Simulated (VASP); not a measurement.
Re: single point with PBE

The system is Re.

```
Re
1.0
     1.38392    0.79901    6.69861
    -1.38392    0.79901    6.69861
     0.00000   -1.59802    6.69861
Re
3
Direct
  0.77783 0.77783 0.77783
  0.22217 0.22217 0.22217
  0.00000 0.00000 0.00000
```

This isn't the form of Re at room conditions, which is hcp.

- Program: VASP 6.6.1
- Task: single point
- Functional: PBE
- Potentials or basis: VASP PAW PBE potentials, release 64 (Re)
- Cutoff: 520 eV
- k mesh: 11 × 11 × 11
- Occupations: fermi-dirac, width 0.05 eV
- Spin: no spin polarisation
- Further INCAR settings: ALGO = Normal; EDIFF = 1e-07; NBANDS = 18

| Property | Result |
| --- | --- |
| Pressure | 3.3 GPa |
| Largest force | 0.030 eV/Å |
| Band gap on the k mesh | none (metal or under the smearing width) |

Forces on the atoms (eV/Å):
```
Re   0.000  0.000 -0.030
Re   0.000  0.000  0.030
Re   0.000  0.000  0.000
```

Stress tensor (GPa, compression positive):
```
3.37 0.00 0.00
0.00 3.37 0.00
0.00 0.00 3.15
```

Levels at points of the mesh, in eV from the Fermi level:
| k point | band 6 | band 7 | band 8 | band 9 | band 10 | band 11 | band 12 | band 13 | band 14 | band 15 |
| --- | --- | --- | --- | --- | --- | --- | --- | --- | --- | --- |
| (0.00, 0.00, 0.00) | -1.81 | -1.76 | -1.60 | -1.52 | -1.52 | -1.14 | -1.14 | 0.56 | 0.56 | 2.58 |

Wall time 9.3 min on 1 thread of AMD EPYC 9R45 96-Core Processor (Zen 5), on a shared host, peak memory 0.41 GiB.

Spin-orbit coupling is left out, which matters for the levels of Re.
